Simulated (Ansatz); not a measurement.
**Moving spin-orbit coupling in Bi2Te3**

```cif
data_structure
_symmetry_space_group_name_H-M 'P 1'
_symmetry_Int_Tables_number 1
_cell_length_a 10.4763
_cell_length_b 10.4763
_cell_length_c 10.4763
_cell_angle_alpha 24.166
_cell_angle_beta 24.166
_cell_angle_gamma 24.166
_cell_volume 169.36
loop_
_atom_site_label
_atom_site_type_symbol
_atom_site_fract_x
_atom_site_fract_y
_atom_site_fract_z
_atom_site_occupancy
Bi1 Bi 0.60000 0.60000 0.60000 1
Bi2 Bi 0.40000 0.40000 0.40000 1
Te1 Te 0.79050 0.79050 0.79050 1
Te2 Te 0.20950 0.20950 0.20950 1
Te3 Te 0.00000 0.00000 0.00000 1
```

Kept alike: task band structure; functional PBE; k mesh 7 × 7 × 7; occupations fermi-dirac, width 0.05 eV. Program: Ansatz, Ansatz PAW, cutoff 420 eV. The mesh is that of the run's cell of 5 atoms.

| spin-orbit coupling | band gap (eV) |
| --- | --- |
| off | 0.291 |
| on | 0.143 |

Gaps are the smaller of the mesh's and the band path's.

The band gap runs from 0.143 (on) to 0.291 eV (off). Spin-orbit coupling splits p and d bands at the edges, and the more so the heavier the atoms. Measured: 0.17 eV (arxiv:2412.10539); nearest on, 0.027 eV off. The runs are for a static lattice.
